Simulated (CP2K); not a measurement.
The system is CuO.

```xyz
6
Lattice="4.1609 0.0000 0.0000 0.0000 4.1609 0.0000 0.0000 0.0000 3.8876" Properties=species:S:1:pos:R:3 pbc="T T T"
Cu    2.0805    0.0000    1.9438
Cu    0.0000    2.0805    1.9438
Cu    0.0000    0.0000    0.0000
O     0.0000    0.0000    1.9438
O     2.0805    0.0000    0.0000
O     0.0000    2.0805    0.0000
```

Measurements of this composition are mostly on another form, of space group No. 15.

Base run:

| Quantity | Value |
| --- | --- |
| Program | CP2K 2026.2 |
| Functional | PBE |
| Potentials or basis | GTH_POTENTIALS Cu GTH-PADE-q11, O GTH-PADE-q6; DZVP-MOLOPT-SR-GTH basis |
| Density cutoff | 8163 eV |
| k mesh | 7 × 7 × 7 |
| Occupations | fermi-dirac, width 0.05 eV |
| Spin | no spin polarisation |

Its results: band gap on the k mesh none (metal or under the smearing width); pressure 2.7 GPa.

Problem. The run is repeated on the same cell with these changes: potentials or basis from GTH_POTENTIALS Cu GTH-PADE-q11, O GTH-PADE-q6; DZVP-MOLOPT-SR-GTH basis to GTH_POTENTIALS Cu GTH-PBE-q11, O GTH-PBE-q6; DZVP-MOLOPT-SR-GTH basis; potentials from Cu GTH-PADE-q11 of GTH_POTENTIALS, O GTH-PADE-q6 of GTH_POTENTIALS to Cu GTH-PBE-q11 of GTH_POTENTIALS, O GTH-PBE-q6 of GTH_POTENTIALS. What comes out?

Solution. Band gap on the k mesh none (metal or under the smearing width); pressure 4.6 GPa.

Caveats: the basis of atomic orbitals isn't converged, which shifts pressures, moduli and gaps; an odd number of electrons without spin polarisation forces a metal; a magnetic or distorted state may lie lower; the run has no spin polarisation, though such a crystal can be magnetic; semilocal functionals often make such compounds metallic where correlation or magnetic order opens a gap, which also shifts bond lengths; the potentials were made for another functional, which shifts forces and pressure (some runs).
